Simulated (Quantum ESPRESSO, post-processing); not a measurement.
# AlN, rock salt type, strained in the (001) plane: a series in biaxial strain in the plane, part 5 of 5

Wanted: a table for AlN, rock salt type, strained in the (001) plane against biaxial strain in the plane, and what can be fitted to it.

Quantum ESPRESSO 7.5; plane-wave DFT, PBE, GBRV ultrasoft pseudopotentials.

So far. Step 6 (Variable-cell relaxation, -3 %):  The last row is no step: it is a fresh SCF in the final cell with a new plane-wave basis, -1 meV from the row before. Step 9 (Relaxing cell and ions, 3 %):  The last row is no step: it is a fresh SCF in the final cell with a new plane-wave basis, +1 meV from the row before.

The structure was built from a prototype and need not be the compound's stable phase.

**10. SCF with pw.x, 3 %**

Contents of m7.scf.in:

```
&control
  prefix = 'm7.scf'
  outdir = './out'
  pseudo_dir = './pseudo'
  calculation = 'scf'
  tprnfor = .true.
/
&system
  ibrav = 0
  nat = 4
  ntyp = 2
  ecutwfc = 40
  ecutrho = 200
  occupations = 'fixed'
  nbnd = 12
/
&electrons
  conv_thr = 1e-09
  mixing_beta = 0.6
  electron_maxstep = 120
/
ATOMIC_SPECIES
  Al  26.9815  al_pbe_v1.uspp.F.UPF
  N   14.0070  n_pbe_v1.2.uspp.F.UPF
CELL_PARAMETERS angstrom
  2.96835779600000 0.00000000000000 0.00000000000000
  0.00000000000000 2.96835779600000 0.00000000000000
  0.00000000000000 0.00000000000000 3.98690470600000
ATOMIC_POSITIONS crystal
  Al  0.000000000000 0.000000000000 0.000000000000
  N   0.500000000000 0.500000000000 0.000000000000
  Al  0.500000000000 0.500000000000 0.500000000000
  N   0.000000000000 0.000000000000 0.500000000000
K_POINTS automatic
  8 8 6 0 0 0
```

Launch:

```console
OMP_NUM_THREADS=1 mpirun -n 4 pw.x -nk 4 -in m7.scf.in > m7.scf.out
```

Output:

```text
[banner, memory and clock lines left out]
Program PWSCF v.7.5 starts
[...]
Message from routine setup:
[...]
number of electrons       =        16.00
     number of Kohn-Sham states=           12
     kinetic-energy cutoff     =      40.0000  Ry
     charge density cutoff     =     200.0000  Ry
[...]
number of k points=    60
[...]
Dense  grid:    11337 G-vectors     FFT dimensions: (  25,  25,  36)
[...]
Starting wfcs are   16 randomized atomic wfcs
[...]
estimated scf accuracy    <       0.86929050 Ry
[...]
estimated scf accuracy    <       0.25733602 Ry
[...]
estimated scf accuracy    <       0.00520135 Ry
[...]
estimated scf accuracy    <       0.00270157 Ry
[...]
estimated scf accuracy    <       0.00004178 Ry
[...]
estimated scf accuracy    <       0.00000269 Ry
[...]
estimated scf accuracy    <       0.00000365 Ry
[...]
estimated scf accuracy    <       0.00000152 Ry
[...]
estimated scf accuracy    <       0.00000002 Ry
[...]
highest occupied, lowest unoccupied level (ev):    10.4669   14.0969
!    total energy              =     -54.04384005 Ry
     estimated scf accuracy    <          1.6E-10 Ry
[...]
one-electron contribution =       4.82210982 Ry
     hartree contribution      =       9.29251155 Ry
     xc contribution           =     -19.83020702 Ry
     ewald contribution        =     -48.32825441 Ry
     convergence has been achieved in  10 iterations
[...]
Total force =     0.000000     Total SCF correction =     0.000000
[...]
```

Elapsed: 5.5 s, on 4 MPI ranks of Arm Neoverse N1, shared host; peak memory 0.2 GiB; 22 s of CPU time.

Read from the output:

| Quantity | Value |
| --- | --- |
| free energy | -735.3039 eV |
| conduction bottom, on the run's zero | 14.10 eV |
| gap by band count | 3.630 eV |

**11. Complex band structure, 3 %**

Contents of m7.cbs.in:

```
&inputcond
  outdir = './out'
  prefixl = 'm7.scf'
  band_file = 'm7.cbs'
  ikind = 0
  ewind = 4.0
  epsproj = 1e-05
  nz1 = 7
  energy0 = 7.05
  denergy = -0.15
/
3
  0.00000000 0.00000000 1.00000000
  0.50000000 0.00000000 1.00000000
  0.50000000 0.50000000 1.00000000
55
```

Launch:

```console
OMP_NUM_THREADS=1 mpirun -n 4 pwcond.x -in m7.cbs.in > m7.cbs.out
```

Output:

```text
[banner, memory and clock lines left out]
Program PWCOND v.7.5 starts
[citation notice left out]

[...]
./out/m7.scf.save/

     IMPORTANT: XC functional enforced from input :
     Exchange-correlation= PBE
                           (   1   4   3   4   0   0   0)
     Any further DFT definition will be discarded
     Please, verify this is what you really want

     Reading collected, re-writing distributed wavefunctions

===== INPUT FILE containing the left lead =====

     GEOMETRY:

     lattice parameter (alat)  =       5.6094  a.u.
[...]
-0.4002976  -0.0000000   6.9000000
  -0.4588998  -0.0000000   6.9000000
   0.4897852   0.0000000   6.9000000
[... further energies and points left out ...]
---  E-Ef =   -0.9000000  k =    0.5000000   0.5000000
---  ie =         54  ik =          3
 Nchannels of the left tip =            0
 Right moving states:
   k1(2pi/a)   k2(2pi/a)   E-Ef (eV)
 Left moving states:
   k1(2pi/a)   k2(2pi/a)   E-Ef (eV)

---  E-Ef =   -1.0500000  k =    0.5000000   0.5000000
---  ie =         55  ik =          3
 Nchannels of the left tip =            0
 Right moving states:
   k1(2pi/a)   k2(2pi/a)   E-Ef (eV)
 Left moving states:
   k1(2pi/a)   k2(2pi/a)   E-Ef (eV)

[...]
```

Run time: 35 s. Hardware: 4 MPI ranks; peak memory 0.18 GiB; 2.3 min of CPU time.

K across = (0, 0) in the cell's reciprocal vectors; values within 0.0025 1/Å of each other count once, columns are sorted by size at each energy, a dash where no further value was kept. The Im kz of the slowest decaying states by energy, zero at the highest filled level of the SCF mesh:

```tsv
energy (eV)	decay 1 (Å⁻¹)	decay 2 (Å⁻¹)	decay 3 (Å⁻¹)
-1.05	0.748	1.28	2.16
-0.90	0.737	1.26	2.15
-0.60	0.714	1.23	2.13
-0.45	0.702	1.21	2.12
-0.15	0.15	0.677	1.18
0.00	0.016	0.019	0.185
0.30	0.234	0.255	0.639
0.45	0.253	0.307	0.625
0.75	0.282	0.385	0.597
0.90	0.294	0.416	0.582
1.20	0.312	0.467	0.551
1.35	0.319	0.489	0.535
1.65	0.328	0.501	0.526
1.80	0.331	0.483	0.541
1.95	0.333	0.463	0.556
2.25	0.333	0.422	0.582
2.40	0.332	0.399	0.593
2.70	0.325	0.349	0.612
2.85	0.32	0.621	0.764
3.15	0.253	0.306	0.636
3.30	0.21	0.296	0.642
3.60	0.064	0.273	0.617
3.75	0.258	0.583	0.658
4.05	0.219	0.508	0.666
4.20	0.194	0.466	0.669
4.35	0.163	0.42	0.672
4.65	0.039	0.308	0.676
4.80	0.233	0.678	1.79
5.10	0.68	1.77	1.78
5.25	0.68	1.76	1.77
5.55	0.68	1.74	1.75
5.70	0.679	1.73	1.75
6.00	0.677	1.70	1.73
6.15	0.675	1.69	1.72
6.45	0.67	1.67	1.70
6.60	0.668	1.65	1.70
6.90	0.661	1.63	1.68
7.05	0.062	0.657	1.61
```

**12. Relaxing cell and ions, 4 %**

Contents of m8.relax.in:

```
&control
  prefix = 'm8.relax'
  outdir = './out'
  pseudo_dir = './pseudo'
  nstep = 40
  forc_conv_thr = 0.001
  calculation = 'vc-relax'
/
&system
  ibrav = 0
  nat = 4
  ntyp = 2
  ecutwfc = 50
  ecutrho = 250
  occupations = 'fixed'
/
&electrons
  conv_thr = 1e-10
  mixing_beta = 0.6
  electron_maxstep = 120
/
&ions
/
&cell
  cell_dofree = 'z'
  press_conv_thr = 0.3
/
ATOMIC_SPECIES
  Al  26.9815  al_pbe_v1.uspp.F.UPF
  N   14.0070  n_pbe_v1.2.uspp.F.UPF
CELL_PARAMETERS angstrom
  2.99717680392000 0.00000000000000 0.00000000000000
  0.00000000000000 2.99717680392000 0.00000000000000
  0.00000000000000 0.00000000000000 4.07545141600000
ATOMIC_POSITIONS crystal
  Al  0.000000000000 0.000000000000 0.000000000000
  N   0.500000000000 0.500000000000 0.000000000000
  Al  0.500000000000 0.500000000000 0.500000000000
  N   0.000000000000 0.000000000000 0.500000000000
K_POINTS automatic
  8 8 6 0 0 0
```

Launch:

```console
OMP_NUM_THREADS=1 mpirun -n 4 pw.x -nk 4 -in m8.relax.in > m8.relax.out
```

Output:

```text
[banner, memory and clock lines left out]
Program PWSCF v.7.5 starts
[...]
Message from routine setup:
[...]
number of electrons       =        16.00
     number of Kohn-Sham states=            8
     kinetic-energy cutoff     =      50.0000  Ry
     charge density cutoff     =     250.0000  Ry
[...]
number of k points=    60
[...]
Dense  grid:    16471 G-vectors     FFT dimensions: (  30,  30,  40)
[...]
Starting wfcs are   16 randomized atomic wfcs
[...]
estimated scf accuracy    <       0.88617854 Ry
[...]
estimated scf accuracy    <       0.25141261 Ry
[...]
estimated scf accuracy    <       0.01169252 Ry
[...]
estimated scf accuracy    <       0.01019969 Ry
[...]
estimated scf accuracy    <       0.00080496 Ry
[...]
estimated scf accuracy    <       0.00002924 Ry
[...]
estimated scf accuracy    <       0.00009811 Ry
[...]
estimated scf accuracy    <       0.00003716 Ry
[...]
estimated scf accuracy    <       0.00000185 Ry
[...]
estimated scf accuracy    <          1.2E-09 Ry
[...]
estimated scf accuracy    <       0.00000003 Ry
[...]
estimated scf accuracy    <          7.4E-09 Ry
[...]
estimated scf accuracy    <          7.3E-10 Ry
[...]
estimated scf accuracy    <          4.5E-10 Ry
[...]
highest occupied level (ev):     9.8941
!    total energy              =     -54.03723097 Ry
     estimated scf accuracy    <          3.5E-11 Ry
[...]
one-electron contribution =       3.92877929 Ry
     hartree contribution      =       9.42832792 Ry
     xc contribution           =     -19.71039991 Ry
     ewald contribution        =     -47.68393827 Ry
     convergence has been achieved in  15 iterations
[...]
Total force =     0.000000     Total SCF correction =     0.000000
[...]
estimated scf accuracy    <       0.00033943 Ry
[...]
estimated scf accuracy    <       0.00004408 Ry
[...]
estimated scf accuracy    <       0.00000341 Ry
[...]
estimated scf accuracy    <       0.00000023 Ry
[...]
estimated scf accuracy    <       0.00000018 Ry
[...]
estimated scf accuracy    <          7.8E-09 Ry
[...]
estimated scf accuracy    <          1.9E-10 Ry
[...]
estimated scf accuracy    <          7.3E-10 Ry
[...]
estimated scf accuracy    <          3.3E-10 Ry
[...]
highest occupied level (ev):    10.2150
!    total energy              =     -54.04004575 Ry
     estimated scf accuracy    <          5.6E-11 Ry
[...]
one-electron contribution =       4.34735750 Ry
     hartree contribution      =       9.37445748 Ry
     xc contribution           =     -19.77519999 Ry
     ewald contribution        =     -47.98666074 Ry
     convergence has been achieved in  10 iterations
[...]
Total force =     0.000000     Total SCF correction =     0.000000
[...]
estimated scf accuracy    <       0.00007230 Ry
[...]
estimated scf accuracy    <       0.00001052 Ry
[...]
estimated scf accuracy    <       0.00000077 Ry
[...]
estimated scf accuracy    <       0.00000008 Ry
[...]
estimated scf accuracy    <       0.00000004 Ry
[...]
estimated scf accuracy    <          3.4E-09 Ry
[...]
estimated scf accuracy    <          3.3E-10 Ry
[...]
estimated scf accuracy    <          2.0E-10 Ry
[...]
estimated scf accuracy    <          2.8E-11 Ry
[...]
estimated scf accuracy    <          8.6E-12 Ry
[...]
highest occupied level (ev):    10.3565
!    total energy              =     -54.04027220 Ry
     estimated scf accuracy    <          9.2E-15 Ry
[...]
one-electron contribution =       4.52729408 Ry
     hartree contribution      =       9.35344609 Ry
     xc contribution           =     -19.80481591 Ry
     ewald contribution        =     -48.11619646 Ry
     convergence has been achieved in  11 iterations
[...]
Total force =     0.000000     Total SCF correction =     0.000000
[...]
estimated scf accuracy    <       0.00000213 Ry
[...]
estimated scf accuracy    <       0.00000029 Ry
[...]
estimated scf accuracy    <       0.00000002 Ry
[...]
estimated scf accuracy    <          1.8E-09 Ry
[...]
estimated scf accuracy    <          8.7E-10 Ry
[...]
estimated scf accuracy    <          5.1E-11 Ry
[...]
estimated scf accuracy    <          7.8E-12 Ry
[...]
estimated scf accuracy    <          4.2E-12 Ry
[...]
highest occupied level (ev):    10.3327
!    total energy              =     -54.04028109 Ry
     estimated scf accuracy    <          5.9E-13 Ry
[...]
one-electron contribution =       4.49712230 Ry
     hartree contribution      =       9.35686715 Ry
     xc contribution           =     -19.79976928 Ry
     ewald contribution        =     -48.09450126 Ry
     convergence has been achieved in   9 iterations
[...]
Total force =     0.000000     Total SCF correction =     0.000000
[...]
estimated scf accuracy    <          4.3E-09 Ry
[...]
estimated scf accuracy    <          6.1E-10 Ry
[...]
estimated scf accuracy    <          4.3E-11 Ry
[...]
estimated scf accuracy    <          3.9E-12 Ry
[...]
estimated scf accuracy    <          1.6E-12 Ry
[...]
highest occupied level (ev):    10.3337
!    total energy              =     -54.04028111 Ry
     estimated scf accuracy    <          1.6E-13 Ry
[...]
one-electron contribution =       4.49847038 Ry
     hartree contribution      =       9.35671469 Ry
     xc contribution           =     -19.79999459 Ry
     ewald contribution        =     -48.09547159 Ry
     convergence has been achieved in   6 iterations
[...]
Total force =     0.000000     Total SCF correction =     0.000000
[...]
number of electrons       =        16.00
     number of Kohn-Sham states=            8
     kinetic-energy cutoff     =      50.0000  Ry
     charge density cutoff     =     250.0000  Ry
[...]
number of k points=    60
[...]
Dense  grid:    16053 G-vectors     FFT dimensions: (  30,  30,  40)
[...]
Starting wfcs are   16 randomized atomic wfcs
[...]
estimated scf accuracy    <       0.85346946 Ry
[...]
estimated scf accuracy    <       0.20239519 Ry
[...]
estimated scf accuracy    <       0.00926599 Ry
[...]
estimated scf accuracy    <       0.00751501 Ry
[...]
estimated scf accuracy    <       0.00036220 Ry
[...]
estimated scf accuracy    <       0.00042287 Ry
[...]
estimated scf accuracy    <       0.00006083 Ry
[...]
estimated scf accuracy    <       0.00000981 Ry
[...]
estimated scf accuracy    <       0.00000006 Ry
[...]
estimated scf accuracy    <       0.00000005 Ry
[...]
estimated scf accuracy    <       0.00000003 Ry
[...]
estimated scf accuracy    <          7.3E-09 Ry
[...]
estimated scf accuracy    <          2.0E-09 Ry
[...]
estimated scf accuracy    <          1.7E-10 Ry
[...]
estimated scf accuracy    <          2.2E-11 Ry
[...]
highest occupied level (ev):    10.3337
!    total energy              =     -54.04020847 Ry
     estimated scf accuracy    <          3.4E-13 Ry
[...]
one-electron contribution =       4.49861369 Ry
     hartree contribution      =       9.35662426 Ry
     xc contribution           =     -19.79997483 Ry
     ewald contribution        =     -48.09547160 Ry
     convergence has been achieved in  16 iterations
[...]
Total force =     0.000000     Total SCF correction =     0.000000
[...]
```

Elapsed: 32 s, on 4 MPI ranks; peak memory 0.23 GiB.

The steps of the relaxation:

```tsv
step	energy less that of the first step (eV)	largest force (eV/Å)	volume (Å³)
1	0.0000	0.0000	36.61
2	-0.0383	0.0000	35.85
3	-0.0414	0.0000	35.53
4	-0.0415	0.0000	35.58
5	-0.0415	0.0000	35.58
6	-0.0405	0.0000	35.58
```

```tsv
conventional cell, symmetrised	before	after	change
a (Å)	2.997	2.997	+0.0 %
b (Å)	2.997	2.997	+0.0 %
c (Å)	4.075	3.961	-2.8 %
volume (Å³/atom)	9.15	8.89	-2.8 %
```

Final coordinates:

```cif
data_structure
_symmetry_space_group_name_H-M 'P 1'
_symmetry_Int_Tables_number 1
_cell_length_a 2.9972
_cell_length_b 2.9972
_cell_length_c 3.9606
_cell_angle_alpha 90.000
_cell_angle_beta 90.000
_cell_angle_gamma 90.000
_cell_volume 35.58
loop_
_atom_site_label
_atom_site_type_symbol
_atom_site_fract_x
_atom_site_fract_y
_atom_site_fract_z
_atom_site_occupancy
Al1 Al 0.00000 0.00000 0.00000 1
N2 N 0.50000 0.50000 0.00000 1
Al3 Al 0.50000 0.50000 0.50000 1
N4 N 0.00000 0.00000 0.50000 1
```

 The last row is no step: it is a fresh SCF in the final cell with a new plane-wave basis, +1 meV from the row before.

Numbers from this step:

```
free energy                    : -735.2545 eV
valence top, on the run's zero : 10.33 eV
```

**13. SCF with pw.x, 4 %**

Contents of m8.scf.in:

```
&control
  prefix = 'm8.scf'
  outdir = './out'
  pseudo_dir = './pseudo'
  calculation = 'scf'
  tprnfor = .true.
/
&system
  ibrav = 0
  nat = 4
  ntyp = 2
  ecutwfc = 40
  ecutrho = 200
  occupations = 'fixed'
  nbnd = 12
/
&electrons
  conv_thr = 1e-09
  mixing_beta = 0.6
  electron_maxstep = 120
/
ATOMIC_SPECIES
  Al  26.9815  al_pbe_v1.uspp.F.UPF
  N   14.0070  n_pbe_v1.2.uspp.F.UPF
CELL_PARAMETERS angstrom
  2.99717680400000 0.00000000000000 0.00000000000000
  0.00000000000000 2.99717680400000 0.00000000000000
  0.00000000000000 0.00000000000000 3.96059341400000
ATOMIC_POSITIONS crystal
  Al  0.000000000000 0.000000000000 0.000000000000
  N   0.500000000000 0.500000000000 0.000000000000
  Al  0.500000000000 0.500000000000 0.500000000000
  N   0.000000000000 0.000000000000 0.500000000000
K_POINTS automatic
  8 8 6 0 0 0
```

Launch:

```console
OMP_NUM_THREADS=1 mpirun -n 4 pw.x -nk 4 -in m8.scf.in > m8.scf.out
```

Output:

```text
[banner, memory and clock lines left out]
Program PWSCF v.7.5 starts
[...]
Message from routine setup:
[...]
number of electrons       =        16.00
     number of Kohn-Sham states=           12
     kinetic-energy cutoff     =      40.0000  Ry
     charge density cutoff     =     200.0000  Ry
[...]
number of k points=    60
[...]
Dense  grid:    11485 G-vectors     FFT dimensions: (  25,  25,  36)
[...]
Starting wfcs are   16 randomized atomic wfcs
[...]
estimated scf accuracy    <       0.87610837 Ry
[...]
estimated scf accuracy    <       0.26751046 Ry
[...]
estimated scf accuracy    <       0.00531674 Ry
[...]
estimated scf accuracy    <       0.00275929 Ry
[...]
estimated scf accuracy    <       0.00005411 Ry
[...]
estimated scf accuracy    <       0.00000438 Ry
[...]
estimated scf accuracy    <       0.00000395 Ry
[...]
estimated scf accuracy    <       0.00000183 Ry
[...]
estimated scf accuracy    <       0.00000003 Ry
[...]
estimated scf accuracy    <          1.9E-09 Ry
[...]
highest occupied, lowest unoccupied level (ev):    10.3341   13.7686
!    total energy              =     -54.03989659 Ry
     estimated scf accuracy    <          3.2E-10 Ry
[...]
one-electron contribution =       4.49925354 Ry
     hartree contribution      =       9.35619457 Ry
     xc contribution           =     -19.79987310 Ry
     ewald contribution        =     -48.09547161 Ry
     convergence has been achieved in  11 iterations
[...]
Total force =     0.000000     Total SCF correction =     0.000000
[...]
```

Elapsed: 5.8 s, on 4 MPI ranks; peak memory 0.2 GiB.

Numbers from this step:

```
free energy                          : -735.2502 eV
conduction bottom, on the run's zero : 13.77 eV
gap by band count                    : 3.435 eV
```

**14. Complex band structure, 4 %**

m8.cbs.in is the input of step 11 with these lines changed:

```diff
@@ -2,4 +2,4 @@
   outdir = './out'
-  prefixl = 'm7.scf'
-  band_file = 'm7.cbs'
+  prefixl = 'm8.scf'
+  band_file = 'm8.cbs'
   ikind = 0
```

Launch:

```console
OMP_NUM_THREADS=1 mpirun -n 4 pwcond.x -in m8.cbs.in > m8.cbs.out
```

Output:

```text
[banner, memory and clock lines left out]
Program PWCOND v.7.5 starts
[citation notice left out]

[...]
./out/m8.scf.save/

     IMPORTANT: XC functional enforced from input :
     Exchange-correlation= PBE
                           (   1   4   3   4   0   0   0)
     Any further DFT definition will be discarded
     Please, verify this is what you really want

     Reading collected, re-writing distributed wavefunctions

===== INPUT FILE containing the left lead =====

     GEOMETRY:

     lattice parameter (alat)  =       5.6638  a.u.
[...]
0.4688069   0.0000000   6.9000000
 Left moving states:
   k1(2pi/a)   k2(2pi/a)   E-Ef (eV)
  -0.4688069  -0.0000000   6.9000000
[... further energies and points left out ...]
---  E-Ef =   -0.9000000  k =    0.5000000   0.5000000
---  ie =         54  ik =          3
 Nchannels of the left tip =            0
 Right moving states:
   k1(2pi/a)   k2(2pi/a)   E-Ef (eV)
 Left moving states:
   k1(2pi/a)   k2(2pi/a)   E-Ef (eV)

---  E-Ef =   -1.0500000  k =    0.5000000   0.5000000
---  ie =         55  ik =          3
 Nchannels of the left tip =            0
 Right moving states:
   k1(2pi/a)   k2(2pi/a)   E-Ef (eV)
 Left moving states:
   k1(2pi/a)   k2(2pi/a)   E-Ef (eV)

[...]
```

The job ended after 35 s (4 MPI ranks; peak memory 0.18 GiB).

K across = (0, 0) in the cell's reciprocal vectors; values within 0.0025 1/Å of each other count once, columns are sorted by size at each energy, a dash where no further value was kept. Table of Im kz of the slowest decaying states by energy, zero at the highest filled level of the SCF mesh:

```tsv
energy (eV)	decay 1 (Å⁻¹)	decay 2 (Å⁻¹)	decay 3 (Å⁻¹)
-1.05	0.712	1.26	2.12
-0.60	0.679	1.22	2.10
-0.30	0.146	0.655	1.18
0.00	0.019	0.21	0.631
0.15	0.182	0.233	0.618
0.45	0.268	0.305	0.592
0.90	0.303	0.413	0.549
1.20	0.318	0.464	0.518
1.65	0.33	0.466	0.523
2.10	0.331	0.406	0.567
2.40	0.326	0.36	0.59
2.85	0.273	0.309	0.618
3.15	0.192	0.291	0.634
3.60	0.249	0.59	0.652
3.90	0.208	0.517	0.661
4.35	0.089	0.381	0.671
4.80	0.15	0.677	1.76
5.10	0.679	1.74	1.75
5.55	0.68	1.71	1.72
5.85	0.679	1.68	1.71
6.30	0.674	1.64	1.68
6.60	0.669	1.62	1.66
7.05	0.12	0.659	1.58
```

**15. The series side by side**

The series in one table, energies over the lowest:

```tsv
biaxial strain in the plane	energy (eV)	gap on the mesh (eV)	peak of the slowest decay at Γ (1/Å)	energy of that peak over the valence top (eV)	peak of the slowest decay at (1/2, 0) (1/Å)
-4 %	0.1830	4.293	0.32	2.7	-
-3 %	0.0990	4.285	0.325	2.7	-
-2 %	0.0426	4.29	0.329	2.55	-
-1 %	0.0104	4.307	0.332	2.55	-
0 %	0.0000	4.334	0.334	2.7	0.412
1 %	0.0088	4.079	0.335	2.4	0.417
2 %	0.0345	3.845	0.335	2.25	0.422
3 %	0.0751	3.63	0.334	2.1	0.425
4 %	0.1288	3.435	0.332	1.8	0.428
```

**16. The arithmetic**

Within ±2 % E = 96.3 eV × ε². With E = V M ε² for equal strain along both axes, M = 96.3/33.85 Å³ × 160.2 = 456 GPa.

**17. Results**

```
gap on the mesh, at -4 % and at 4 %                          : 4.29, 3.43 eV
peak of the slowest decay at Γ, at -4 % and at 4 %           : 0.32, 0.33 1/Å
energy of that peak over the valence top, at -4 % and at 4 % : 2.70, 1.80 eV
peak of the slowest decay at (1/2, 0), at 0 % and at 4 %     : 0.41, 0.43 1/Å
biaxial modulus, with c free                                 : 456 GPa
```

In words: The series holds 9 members (PBE, GBRV ultrasoft). From -4 % to 4 % the gap on the mesh goes from 4.29 to 3.43 eV by way of 4.33 at 0 %. Strain of either sign splits the degenerate band edges, which is one way to get a peak at zero. From -4 % to 4 % the peak of the slowest decay at Γ goes from 0.32 to 0.33 1/Å by way of 0.34 at 1 %. From -4 % to 4 % the energy of that peak over the valence top goes from 2.70 to 1.80 eV, not quite steadily. From 0 % to 4 % the peak of the slowest decay at (1/2, 0) rises from 0.41 to 0.43 1/Å. Atoms keep their symmetric sites, so polar or tilted distortions are left out; semilocal gaps and decay constants are too small; no spin-orbit coupling; three points across.

[Logs are printed without paths, hosts, clocks, repeated set-up lines and the standing remarks that a program may print on its own settings, such as how far it seeks lower states.]

[Hosts, paths, dates, database ids (printed as entryN), source tags and the programs' standing remarks are cut or masked in the printed files.]

[Maps of the electrostatic potential energy from Ansatz leave out the sawtooth potential of an applied field or a dipole correction, so their vacuum need not be flat; planar profiles and work functions include it.]
